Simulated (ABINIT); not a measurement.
Here is an ABINIT 10.8.3 (patched build) calculation.

Contents of run.abi:

```
# Pseudopotentials
pp_dirpath "./"
pseudos "Si.upf, C.upf"

# Structure
acell 3*1.0 Angstrom
rprim
     0.0000000000     2.1790000000     2.1790000000
     2.1790000000     0.0000000000     2.1790000000
     2.1790000000     2.1790000000     0.0000000000
ntypat 2
znucl 14 6
natom 2
typat 1 2
chkprim 0
chksymtnons 0
tolsym 1.0e-6
xred
            0.0            0.0            0.0
            3/4            3/4            3/4

# Plane-wave basis
ecut 1115.666836 eV
ecutsm 0.5

# k points
kptopt 1
ngkpt 8 8 8
nshiftk 1
shiftk 0.0 0.0 0.0

# Exchange and correlation
ixc -116133

# Bands and occupations
nband 8
occopt 3
tsmear 0.05 eV

# SCF cycle
nstep 80
tolvrs 1.0e-12

# Output
iomode 3
prteig 0
prtebands 0
prtwf 0
prtden 0

# Relaxation
ionmov 2
optcell 2
ntime 50
tolmxf 2.0e-5
dilatmx 1.08
```

Potentials or basis: PseudoDojo NC SR PBEsol v0.4.1 standard.

The run is started by

```console
$ abinit run.abi > log 2>&1
```

(1) What does it give for the space group after relaxing (to 0.05 Å)?

(2) Estimate the relaxed volume.

(3) Predict the band gap on the k mesh.

(4) Estimate the relaxed cell.

Answers

(1) F-43m (No. 216).

(2) 10.34 Å³/atom.

(3) 1.24 eV, indirect (least direct gap 4.46 eV).

(4) a = 3.081 Å, b = 3.081 Å, c = 3.081 Å, α = 60.00°, β = 60.00°, γ = 60.00°.
